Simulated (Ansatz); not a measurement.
# What a change of settings does to a run on HgTe

The geometry is COD entry 1538296, unchecked; take it as a test cell. The listed cell was then made from it by scaling, straining or moving an atom.

First run: DFT, PBE, all-electron PAW with datasets made for the crystal, scalar-relativistic (Ansatz 0.2.0).

Command: `ansatz run input.yaml --threads 1 --pin off --max-ram 2048MiB --backend cpu --events-out ev --progress --plain --runs-dir out` The run took 14 s on 1 thread of Arm Neoverse V2 (shared host), peak memory 0.61 GiB.

```yaml
crystal:
  lattice:
    - [0.0, 2.9070011512, 2.950715]
    - [2.9070011512, 0.0, 2.950715]
    - [2.9070011512, 2.9070011512, 0.0]
  atoms:
    - { symbol: Hg, position: [0.0, 0.0, 0.0] }
    - { symbol: Te, position: [0.5, 0.5, 0.5] }
kpoints:
  mp_grid: { grid: [12, 12, 12] }
scf:
  occupations: { method: fermi_dirac, width: 0.08 }
hamiltonian:
  xc: pbe
  pseudopotentials: { kind: all_electron, datasets: crystal }
output:
  forces: true
  stress: true
  eigenvalues: true
  efg: { contact_densities: true }
```

Result: converged; pressure 10.49 GPa; no gap on the k mesh; 8 SCF iterations.

Spin–orbit coupling is left out, though it moves levels of the heavy atoms by tenths of an eV or more.

The input is then changed:

```diff
@@ -11,6 +11,7 @@
 scf:
   occupations: { method: fermi_dirac, width: 0.08 }
+  algorithm: direct_min
 hamiltonian:
-  xc: pbe
+  xc: revpbe
   pseudopotentials: { kind: all_electron, datasets: crystal }
 output:
```

Problem. Predict the outcome of the changed run.

Solution. It was refused before any iteration. The program says:
```
Error: hamiltonian.pseudopotentials.datasets: crystal, beside a feature not held to (scf.algorithm: direct_min / scf.convergence.dm_fallback; scf.algorithm: direct_min) — the datasets of this kind: all_electron run are made for its crystal, and no such run has been held to what stands beside, or a reason given rules it out; change each as told or leave it out, or set another kind (and leave the keys of all_electron out)
```
